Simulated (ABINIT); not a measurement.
SnTe:

```
CELL_PARAMETERS angstrom
0.00000 3.61115 3.61115
3.61115 0.00000 3.61115
3.61115 3.61115 0.00000
ATOMIC_POSITIONS crystal
Te 0.25000 0.25000 0.25000
Sn 0.00000 0.00000 0.00000
```

Measurements of this composition are mostly on another form, of space group No. 225.

Base run:

- Program: ABINIT 10.8.3 (patched build)
- Functional: PBEsol
- Potentials or basis: PseudoDojo NC SR PBEsol v0.4.1 standard
- Cutoff: 1088 eV
- k mesh: 7 × 7 × 7
- Occupations: fermi-dirac, width 0.05 eV
- Spin: no spin polarisation

Its results: band gap on the k mesh 0.29 eV, indirect (least direct gap 0.79 eV); pressure -1.4 GPa.

The run is repeated on the same cell with these changes: functional from PBEsol to r2SCAN; potentials or basis from PseudoDojo NC SR PBEsol v0.4.1 standard to JTH PAW PBE v2.0; cutoff from 1088 eV to 707 eV; valence electrons from 30 to 20. What comes out?

Band gap on the k mesh 0.40 eV, indirect (least direct gap 0.93 eV); pressure -0.7 GPa.

Caveats: spin-orbit coupling is left out, which moves the levels of the heavy elements; an odd mesh through Γ misses points on the zone boundary, where band edges often lie (some runs); the PAW data sets were made with another functional, which shifts forces and pressure a little (some runs); the mesh misses the band edges, which the band path finds closer together (some runs).
